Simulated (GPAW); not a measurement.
# Work function of In2Se2 monolayer at several levels, part 2 of 2

Wanted: work functions and dipole of In2Se2 monolayer, with the cost of each level. Where a layer proves gapped, the work function hangs on where the smearing puts the Fermi level, and the band edges take its place.

GPAW 26.7.0; GPAW, PAW setups; layer in a repeated cell with vacuum, relaxation of atoms and in-plane cell (the session's first sound run).

So far, upper work function (eV): step 3 (the slab's potential, PBE, GPAW) 5.17; step 5 (OptPBE vdW: xc = "optPBE-vdW", GPAW, PAW setups, GPAW) 5.40; step 6 (self-consistent run: xc = "vdW-DF2", GPAW, PAW setups, GPAW) 5.59; step 7 (self-consistent run: xc = "LDA") 5.47; step 8 (self-consistent run: xc = "revPBE") 5.05.

## 9. Real-space grid: mode = "fd"

A real-space grid is a second complete basis, so it checks the plane-wave result.

Contents of run.py:

```python
import json
import numpy as np
from ase import Atoms
from gpaw import GPAW

slab = Atoms(
    ['Se', 'In', 'In', 'Se'],
    positions=[
        [-0.00000, 2.35402, 7.00000],
        [0.00000, 0.00000, 8.27597],
        [-0.00000, 0.00000, 11.09604],
        [-0.00000, 2.35402, 12.37202]],
    cell=[[4.07728, 0.0, 0.0], [-2.03864, 3.53103, 0.0], [0.0, 0.0, 19.372]],
    pbc=[True, True, False])

slab.calc = GPAW(mode='fd', h=0.18, xc='PBE', kpts={'size': (9, 9, 1), 'gamma': True},
                 occupations={'name': 'fermi-dirac', 'width': 0.05}, nbands='160%',
                 convergence={'density': 1e-05}, maxiter=200,
                 poissonsolver={'dipolelayer': 'xy'},
                 symmetry={'tolerance': 1e-3}, txt='slab.txt')
result = {}
energy = slab.get_potential_energy()
fermi = slab.calc.get_fermi_level()
v = slab.calc.get_electrostatic_potential().mean((0, 1)) - fermi
n = slab.calc.get_pseudo_density().mean((0, 1))
L = slab.cell[2, 2]
z = np.arange(len(v)) * L / len(v)
low, high = slab.positions[:, 2].min(), slab.positions[:, 2].max()
below, above = np.interp([low - 4.8, high + 4.8], z, v)
slopes = [np.interp(x, z, np.gradient(v, z)) for x in (low - 4.8, high + 4.8)]
eps = np.array([[slab.calc.get_eigenvalues(k, s) for k in range(len(slab.calc.get_ibz_k_points()))]
                for s in range(slab.calc.get_number_of_spins())]) - fermi
top, bottom = eps[eps < 0].max(), eps[eps > 0].min()
dipole = slab.get_dipole_moment()[2]
print(f'energy {energy:.4f} eV, Fermi level {fermi:.4f} eV, dipole {dipole:.5f} e A')
print(f'potential 4.8 A off the faces, from the Fermi level: lower {below:.4f} eV, upper {above:.4f} eV')
print(f'slope of the potential there: lower {slopes[0]:.5f}, upper {slopes[1]:.5f} eV/A')
print(f'nearest levels on the mesh: {top:.4f} and {bottom:.4f} eV')
print('magnetic moment', round(slab.get_magnetic_moment(), 3))
result.update(energy=energy, fermi=fermi, dipole=dipole, below=below, above=above, slopes=slopes, edges=[top, bottom],
              z=z.tolist(), v=v.tolist(), n=n.tolist(), positions=slab.positions.tolist(),
              forces=slab.get_forces(apply_constraint=False).tolist(), moments=slab.get_magnetic_moments().tolist())
json.dump(result, open('result.json', 'w'))
```

Started as:

```bash
OMP_NUM_THREADS=1 OPENBLAS_NUM_THREADS=1 python run.py
```

It took 1.9 min on 1 thread of Arm Neoverse V2, shared host; peak memory 0.64 GiB.

Numbers from this step:

* dipole along the normal: 1.85e-4 e·Å
* levels nearest the Fermi level on the mesh: -0.7802, 0.6453 eV from the Fermi level
* upper work function: 5.165 eV
* lower work function: 5.168 eV
* upper ionisation energy: 5.945 eV

The electrostatic potential energy of an electron (without an applied field's), less the Fermi level, planar mean oscillates, so the rows of the table below give means over windows of 1 Å about each position, cut where the curve ends. Its maxima inside the range that stand out by 2 % of the span (Å: eV): 7.6: -6.72, 9.7: 2.39, 11.7: -6.72. Its minima: 7.0: -13.0, 8.3: -12.4, 11.1: -12.4, 12.4: -13.0.

Electrostatic potential energy of an electron (without an applied field's), less the Fermi level, planar mean against z; means over each step:

| z (Å) | electrostatic potential energy of an electron (without an applied field's), less the Fermi level, planar mean (eV) |
| --- | --- |
| 0 | 5.17 |
| 1 | 5.17 |
| 2 | 5.17 |
| 3 | 5.17 |
| 4 | 5.16 |
| 5 | 5.02 |
| 6 | 2.47 |
| 7 | -9.45 |
| 8 | -9.66 |
| 9 | -2.35 |
| 10 | 0.970 |
| 11 | -9.43 |
| 12 | -9.50 |
| 13 | -1.80 |
| 14 | 4.73 |
| 15 | 5.14 |
| 16 | 5.16 |
| 17 | 5.16 |
| 18 | 5.16 |
| 19 | 5.16 |

The highest filled level lies 0.780 eV under the Fermi level, so the ionisation energy from the upper face is 5.165 + 0.780 = 5.945 eV, against 5.946 eV in the base run.

## 10. Atomic orbitals: mode = "lcao"

Atom-centred orbitals end a few angstrom from the surface, which tests how much the density's tail matters.

Edit run.py of step 9 so:

```diff
@@ -15,4 +15,4 @@
 
-slab.calc = GPAW(mode='fd', h=0.18, xc='PBE', kpts={'size': (9, 9, 1), 'gamma': True},
-                 occupations={'name': 'fermi-dirac', 'width': 0.05}, nbands='160%',
+slab.calc = GPAW(mode='lcao', basis='dzp', h=0.18, xc='PBE', kpts={'size': (9, 9, 1), 'gamma': True},
+                 occupations={'name': 'fermi-dirac', 'width': 0.05}, nbands='120%',
                  convergence={'density': 1e-05}, maxiter=200,
```

Elapsed: 41 s, on 1 thread; peak memory 0.31 GiB.

Numbers from this step:

* levels nearest the Fermi level on the mesh: -0.7736, 0.6492 eV from the Fermi level
* upper work function: 4.941 eV
* lower work function: 4.944 eV
* upper ionisation energy: 5.715 eV

The highest filled level lies 0.774 eV under the Fermi level, so the ionisation energy from the upper face is 4.941 + 0.774 = 5.715 eV, against 5.946 eV in the base run.

## 11. The ladder

Times are for 1 thread of Arm Neoverse V2, shared host. The series side by side:

| no. | run | upper ionisation energy (eV) | time | memory (GiB) |
| --- | --- | --- | --- | --- |
| 1 | pw | 5.946 | 26 s | 0.22 |
| 2 | RPBE | 5.869 | 28 s | 0.22 |
| 3 | optPBE vdW | 6.167 | 34 s | 0.41 |
| 4 | vdW DF2 | 6.296 | 33 s | 0.41 |
| 5 | LDA | 6.166 | 26 s | 0.22 |
| 6 | revPBE | 5.860 | 28 s | 0.22 |
| 7 | fd | 5.945 | 1.9 min | 0.64 |
| 8 | lcao | 5.715 | 41 s | 0.31 |

## 12. Side by side

Results and costs are gathered.

This step: comparison of work functions, dipole and cost (GPAW 26.7.0).

Ladder, by row:

| step | code | work function, upper (eV) | work function, lower (eV) | dipole (e Å) | wall time (s) | peak memory (GiB) | threads |
| --- | --- | --- | --- | --- | --- | --- | --- |
| pw | GPAW | 5.168 | 5.171 | 3.24e-4 | 26.16 | 0.22 | 1 |
| RPBE | GPAW | 5.05 | 5.052 | 3.23e-4 | 27.59 | 0.22 | 1 |
| optPBE-vdW | GPAW | 5.395 | 5.398 | 3.23e-4 | 33.85 | 0.41 | 1 |
| vdW-DF2 | GPAW | 5.59 | 5.593 | 3.24e-4 | 32.84 | 0.41 | 1 |
| LDA | GPAW | 5.467 | 5.47 | 3.28e-4 | 25.68 | 0.22 | 1 |
| revPBE | GPAW | 5.049 | 5.051 | 3.23e-4 | 27.7 | 0.22 | 1 |
| fd | GPAW | 5.165 | 5.168 | 1.85e-4 | 116.6 | 0.64 | 1 |
| lcao | GPAW | 4.941 | 4.944 | 1.85e-4 | 40.89 | 0.31 | 1 |

## 13. A changed run

One more run, with changed settings.

This step: GPAW, PAW setups; slab in vacuum (GPAW 26.7.0).

Edit run.py of step 10 so:

```diff
@@ -3,3 +3,3 @@
 from ase import Atoms
-from gpaw import GPAW
+from gpaw import GPAW, PW
 
@@ -15,5 +15,5 @@
 
-slab.calc = GPAW(mode='lcao', basis='dzp', h=0.18, xc='PBE', kpts={'size': (9, 9, 1), 'gamma': True},
-                 occupations={'name': 'fermi-dirac', 'width': 0.05}, nbands='120%',
-                 convergence={'density': 1e-05}, maxiter=200,
+slab.calc = GPAW(mode=PW(400), xc='PBE', kpts={'size': (9, 9, 1), 'gamma': True},
+                 occupations={'name': 'fermi-dirac', 'width': 0.05}, nbands='160%',
+                 convergence={'density': 1e-05}, maxiter=3,
                  poissonsolver={'dipolelayer': 'xy'},
```

The job ended after 8.8 s (1 thread; peak memory 0.22 GiB).

The fault put into the input: too few SCF iterations (maxiter = 3).

## 14. Results

* work function, both faces (Fermi level placed in the gap by the smearing): 5.17 eV
* ionisation energy from the upper face (highest filled level on the mesh): 5.95 eV
* electron affinity from the upper face (lowest empty Kohn-Sham level on the mesh): 4.52 eV
* dipole along the normal: 3.2e-4 e Å

In words: With plane waves and PBE the ionisation energy from the upper face is 5.95 eV and the Kohn-Sham electron affinity 4.52 eV. The levels nearest the Fermi level on the mesh lie 1.42 eV apart, so the slab is gapped there: the smearing puts the Fermi level inside the gap, and from either face the ionisation energy is the work function plus 0.78 eV. Both are Kohn-Sham levels on the mesh, and semilocal gaps are too small, so the affinity tends to come out too large and the ionisation energy too small. Work functions of a gapped slab move with the place of the Fermi level in the gap; over the runs without a planted fault the highest filled level on the mesh lies 5.71 (lcao) to 6.30 eV (vdW-DF2) under the upper vacuum level. The small printed dipole stands for a step of -4.1 meV from the lower to the upper face, and the probes find -2.7 meV; values this small are near the numerical noise of both. The layer's cell and atoms come from the relaxation; spin-orbit coupling and temperature are left out.

[Logs are printed without paths, hosts, clocks, repeated set-up lines and the standing remarks that a program may print on its own settings, such as how far it seeks lower states.]

[Hosts, paths, dates, database ids (printed as entryN), source tags and the programs' standing remarks are cut or masked in the printed files.]
